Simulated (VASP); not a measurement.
# Si (R-3m) in VASP: notebook

Aim: see how the results for Si move with the level of theory and the settings. Levels: LDA, PBE. Tasks: relaxation of the atoms.

Program: VASP 6.6.1. These are calculated values, not measurements. Logs are shortened: lines on timing, memory, paths and dates and some standing lists are left out, and cuts for length are marked.

**1. The structure**

Symmetry: R-3m, No. 166, trigonal system. Conventional cell: a = 3.813 Å, b = 3.813 Å, c = 9.783 Å, α = 90.00°, β = 90.00°, γ = 120.00°. Si (site symmetry 3m) is surrounded by 4 Si at 2.35 to 2.45 Å.

**2. Relaxation of the atoms, LDA**

Contents of INCAR:

```
SYSTEM = Si
PREC = Accurate ; ENCUT = 520
EDIFF = 1E-6 ; ISMEAR = 0
SIGMA = 0.01 ; LREAL = .False.
LASPH = .True. ; NELM = 60
ALGO = Fast ; ISIF = 2
LWAVE = .False. ; LCHARG = .False.
GGA = CA ; IBRION = 2
NSW = 60 ; EDIFFG = -0.01
```

Contents of KPOINTS:

```
regular mesh
0
Gamma
  10 10 10
  0 0 0
```

Contents of POSCAR:

```
Si
1.0
    0.0854690885      2.7813854558      2.7813854558
    2.7813854558      0.0854690885      2.7813854558
    2.7813854558      2.7813854558      0.0854690885
Si
2
Direct
    0.0000000000      0.0000000000      0.0000000000
    0.2500000000      0.2500000000      0.2500000000
```

Potentials or basis: VASP PAW LDA potentials, release 64 (Si).

Run with:

```
$ cat potpaw_LDA.64/Si/POTCAR > POTCAR
$ mpirun -np 1 vasp_std > vasp.out
```

OUTCAR:

```text
SYSTEM = Si
   PREC = Accurate
   ENCUT = 520
   EDIFF = 1E-6
   ISMEAR = 0
   LREAL = .False.
   LASPH = .True.
   NELM = 60
   ISIF = 2
   GGA = CA
   IBRION = 2
   NSW = 60
   EDIFFG = -0.01

 ion  position               nearest neighbor table
   1  0.000  0.000  0.000-   2 2.35   2 2.35   2 2.35   2 2.45
   2  0.250  0.250  0.250-   1 2.35   1 2.35   1 2.35   1 2.45

  LATTYP: Found a trigonal (rhomboedric) cell.
 ALAT       =     3.9344014885
 COS(alpha) =     0.5304785050

  Lattice vectors:

 A1 = (   0.0854690885,   2.7813854558,   2.7813854558)
 A2 = (   2.7813854558,   0.0854690885,   2.7813854558)
 A3 = (   2.7813854558,   2.7813854558,   0.0854690885)

Analysis of symmetry for initial positions (statically):
=====================================================================
 Subroutine PRICEL returns:
 Original cell was already a primitive cell.

 Routine SETGRP: Setting up the symmetry group for a
 trigonal (rhombohedral) supercell.

 Subroutine GETGRP returns: Found 12 space group operations
 (whereof  6 operations were pure point group operations)
 out of a pool of 12 trial point group operations.

The static configuration has the point symmetry C_3v.
 The point group associated with its full space group is D_3d.

Analysis of symmetry for dynamics (positions and initial velocities):
=====================================================================
 Subroutine PRICEL returns:
 Original cell was already a primitive cell.

 Routine SETGRP: Setting up the symmetry group for a
 trigonal (rhombohedral) supercell.

 Subroutine GETGRP returns: Found 12 space group operations
 (whereof  6 operations were pure point group operations)
 out of a pool of 12 trial point group operations.

The dynamic configuration has the point symmetry C_3v.
 The point group associated with its full space group is D_3d.

 Subroutine INISYM returns: Found 12 space group operations
 (whereof  6 operations are pure point group operations),
 and found     1 'primitive' translations

----------------------------------------------------------------------------------------

                                     Primitive cell

  volume of cell :      41.0512

  direct lattice vectors                    reciprocal lattice vectors
     0.085469088  2.781385456  2.781385456    -0.188272158  0.182659230  0.182659230
[... 103 lines left out ...]
   IALGO  =     68    algorithm
   IMIX   =      4    mixing-type and parameters
     AMIX     =   0.40;   BMIX     =  1.00
     AMIX_MAG =   1.60;   BMIX_MAG =  1.00
  volume/ion in A,a.u.               =      20.53       138.51
  Fermi-wavevector in a.u.,A,eV,Ry     =   0.949138  1.793611 12.256992  0.900864
  Thomas-Fermi vector in A             =   2.077393
   LORBIT       =      0    0 simple, 1 ext, 2 COOP (PROOUT), +10 PAW based schemes
   GGA     = CA    functional components
   LHFCALC =     F    Hartree Fock is set to
   AEXX    =    0.0000 exact exchange contribution
   IVDW    =     0    specifies the selected vdW correction
   LEPSILON=     F    determine dielectric tensor
   LRPA    =     F    only Hartree local field effects (RPA)
 conjugate gradient relaxation of ions
 non-spin polarized calculation
 RMM-DIIS sequential band-by-band and
 Gauss-broadening in eV      SIGMA  =   0.01
  energy-cutoff  :      520.00
  volume of cell :       41.05
 maximum number of plane-waves:      1126
 NGX is ok and might be reduce to    30
   NGX = 15   NGY = 15   NGZ = 15

--------------------------------------- Ionic step        1  -------------------------------------------

 number of electron       8.0000000 magnetization

 Free energy of the ion-electron system (eV)
  ---------------------------------------------------
  ext. energy  EPLUGINS =         0.00000000
  ---------------------------------------------------
  free energy    TOTEN  =       -11.86705970 eV

  energy without entropy =      -11.86705970  energy(sigma->0) =      -11.86705970

------------------------ aborting loop because EDIFF is reached ----------------------------------------

  FORCE on cell =-STRESS in cart. coord.  units (eV):
  Direction    XX          YY          ZZ          XY          YZ          ZX
  --------------------------------------------------------------------------------------
  -------------------------------------------------------------------------------------
  Total       -0.8595887     -0.8595887     -0.8595887     -0.7056607     -0.7056607     -0.7056607
  in kB      -33.5486685    -33.5486685    -33.5486685    -27.5410520    -27.5410520    -27.5410520
  external PRESSURE =     -33.5486685 kB  Pullay stress =       0.0000000 kB
[... 59 lines left out ...]
--------------------------------------- Ionic step        3  -------------------------------------------

 number of electron       8.0000000 magnetization

 Free energy of the ion-electron system (eV)
  ---------------------------------------------------
  ext. energy  EPLUGINS =         0.00000000
  ---------------------------------------------------
  free energy    TOTEN  =       -11.87325120 eV

  energy without entropy =      -11.87325120  energy(sigma->0) =      -11.87325120

 E-fermi :   5.7471     XC(G=0):  -9.5134

 val. band max:        5.6572497665   @ k =   0.0000   0.0000   0.0000
 cond. band min:       5.9557546038   @ k =   0.5000   0.5000  -0.0000
 fundamental gap:      0.2985048373
 Fermi energy:         5.7470765432

 k-point     1 :       0.0000    0.0000    0.0000
  band No.  band energies     occupation
      1      -6.2697      2.00000
      2       5.2567      2.00000
      3       5.6572      2.00000
      4       5.6572      2.00000
      5       7.4157      0.00000
      6       8.2189      0.00000
      7       8.2189      0.00000
      8       8.7262      0.00000
[... 243 lines left out ...]
 k-point    24 :       0.4000    0.3000   -0.0000
  band No.  band energies     occupation
      1      -4.1468      2.00000
      2       0.1521      2.00000
      3       2.8470      2.00000
      4       2.9649      2.00000
      5       6.4025      0.00000
      6       7.8546      0.00000
      7      12.1029      0.00000
      8      12.5360      0.00000

 [... further k-points ...]

------------------------ aborting loop because EDIFF is reached ----------------------------------------

  FORCE on cell =-STRESS in cart. coord.  units (eV):
  Direction    XX          YY          ZZ          XY          YZ          ZX
  --------------------------------------------------------------------------------------
  -------------------------------------------------------------------------------------
  Total       -0.9094964     -0.9094964     -0.9094964     -0.5881221     -0.5881221     -0.5881221
  in kB      -35.4965055    -35.4965055    -35.4965055    -22.9536693    -22.9536693    -22.9536693
  external PRESSURE =     -35.4965055 kB  Pullay stress =       0.0000000 kB
[... 17 lines left out ...]
  FREE ENERGIE OF THE ION-ELECTRON SYSTEM (eV)
  ---------------------------------------------------
  free  energy   TOTEN  =       -11.8732512031 eV

  energy  without entropy=      -11.8732512031  energy(sigma->0) =      -11.87325120

 reached required accuracy - stopping structural energy minimisation
```

CONTCAR:

```text
Si
   1.00000000000000
     0.0854690885000000    2.7813854558000002    2.7813854558000002
     2.7813854558000002    0.0854690885000000    2.7813854558000002
     2.7813854558000002    2.7813854558000002    0.0854690885000000
  Si
     2
Direct
     0.0016777106534711    0.0016777106534711    0.0016777106534711
     0.2483222893465289    0.2483222893465289    0.2483222893465289

  0.00000000E+00  0.00000000E+00  0.00000000E+00
  0.00000000E+00  0.00000000E+00  0.00000000E+00
```

It took 29 s on 1 thread of Intel Xeon 6975P-C (Granite Rapids), shared host; peak memory 0.15 GiB.

What came out:

```
Free energy               : -11.8733 eV
Energy gained by relaxing : 3.1 meV/atom
Ionic steps               : 3
Pressure after relaxing   : -3.5 GPa
Band gap on the k mesh    : 0.30 eV, indirect (least direct gap 1.76 eV)
```

Step by step:
| step | energy change (eV) | largest force (eV/Å) | pressure (GPa) |
| --- | --- | --- | --- |
| 1 | 0.0000 | 0.3709 | -3.35 |
| 2 | -0.0061 | 0.0354 | -3.57 |
| 3 | -0.0062 | 0.0010 | -3.55 |

Final structure:
```
CELL_PARAMETERS angstrom
0.08547 2.78139 2.78139
2.78139 0.08547 2.78139
2.78139 2.78139 0.08547
ATOMIC_POSITIONS crystal
Si 0.00168 0.00168 0.00168
Si 0.24832 0.24832 0.24832
```

**3. Relaxation of the atoms, PBE**

Edit INCAR of step 2 so:

```diff
@@ -7,3 +7,3 @@
 LWAVE = .False. ; LCHARG = .False.
-GGA = CA ; IBRION = 2
+GGA = PE ; IBRION = 2
 NSW = 60 ; EDIFFG = -0.01
```

KPOINTS is that of step 2.

POSCAR is that of step 2.

Potentials or basis: VASP PAW PBE potentials, release 64 (Si).

Run with:

```
$ cat potpaw_PBE.64/Si/POTCAR > POTCAR
$ mpirun -np 1 vasp_std > vasp.out
```

Run time: 32 s. Hardware: 1 thread of Intel Xeon 6975P-C (Granite Rapids), shared host; peak memory 0.17 GiB.

It converged, with:

```yaml
Free_energy: -10.8212 eV
Energy_gained_by_relaxing: 3.5 meV/atom
Ionic_steps: 3
Pressure_after_relaxing: -0.3 GPa
Band_gap_on_the_k_mesh: 0.40 eV, indirect (least direct gap 1.82 eV)
```

Stress tensor (GPa, compression positive):
```
-0.34 -2.35 -2.35
-2.35 -0.34 -2.35
-2.35 -2.35 -0.34
```

The path:
```
step  energy change (eV)  largest force (eV/Å)  pressure (GPa)
   1              0.0000                0.4040           -0.12
   2             -0.0070                0.0556           -0.37
   3             -0.0071                0.0007           -0.34
```

Final structure:
```xyz
2
Lattice="0.0855 2.7814 2.7814 2.7814 0.0855 2.7814 2.7814 2.7814 0.0855" Properties=species:S:1:pos:R:3 pbc="T T T"
Si    0.0100    0.0100    0.0100
Si    1.4021    1.4021    1.4021
```

Levels at points of the mesh, in eV from the valence-band top:
| k point | band 1 | band 2 | band 3 | band 4 | band 5 | band 6 | band 7 | band 8 |
| --- | --- | --- | --- | --- | --- | --- | --- | --- |
| (0.00, 0.00, 0.00) | -11.93 | -0.42 | 0.00 | 0.00 | 1.82 | 2.59 | 2.59 | 3.21 |
| (0.50, 0.00, 0.00) | -9.58 | -6.97 | -1.48 | -1.30 | 1.14 | 3.03 | 3.29 | 7.43 |
| (0.50, 0.50, 0.00) | -7.94 | -7.81 | -3.11 | -2.73 | 0.40 | 0.84 | 9.59 | 9.71 |
| (0.50, 0.50, 0.50) | -9.89 | -7.06 | -1.06 | -1.06 | 1.78 | 3.41 | 3.41 | 7.87 |
